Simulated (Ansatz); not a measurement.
Relaxing BaTe in the rocksalt type

First guess:

```
CELL_PARAMETERS angstrom
0.00000 3.21951 3.21951
3.21951 0.00000 3.21951
3.21951 3.21951 0.00000
ATOMIC_POSITIONS crystal
Ba 0.00000 0.00000 0.00000
Te 0.50000 0.50000 0.50000
```

Level of theory: DFT, PBE, PAW with Ansatz's default frozen-core files, scalar-relativistic in Ansatz 0.2.0.

Cell and atoms relax within the symmetry of the start on a 9×9×9 k mesh with 0.03 eV Fermi–Dirac smearing.

The start is built from a prototype, known or not as a phase of this compound; the cutoff is 420 eV.

No spin–orbit coupling, which matters for the heavy atoms here.

Task: What is the pressure of the first guess?

Result: 14.57 GPa.

Task: What does it relax to?

Result: a = 7.064 Å, b = 7.064 Å, c = 7.064 Å, α = 90.00°, β = 90.00°, γ = 90.00° (conventional cell), 44.06 Å³ per atom:
```cif
data_structure
_symmetry_space_group_name_H-M 'Fm-3m'
_symmetry_Int_Tables_number 225
_cell_length_a 7.0639
_cell_length_b 7.0639
_cell_length_c 7.0639
_cell_angle_alpha 90.000
_cell_angle_beta 90.000
_cell_angle_gamma 90.000
_cell_volume 352.48
loop_
_atom_site_label
_atom_site_type_symbol
_atom_site_symmetry_multiplicity
_atom_site_Wyckoff_symbol
_atom_site_fract_x
_atom_site_fract_y
_atom_site_fract_z
_atom_site_occupancy
Ba1 Ba 4 a 0.00000 0.00000 0.00000 1
Te1 Te 4 b 0.50000 0.00000 0.00000 1
```

Task: How much energy does the relaxation release?

Result: 380 meV/atom.
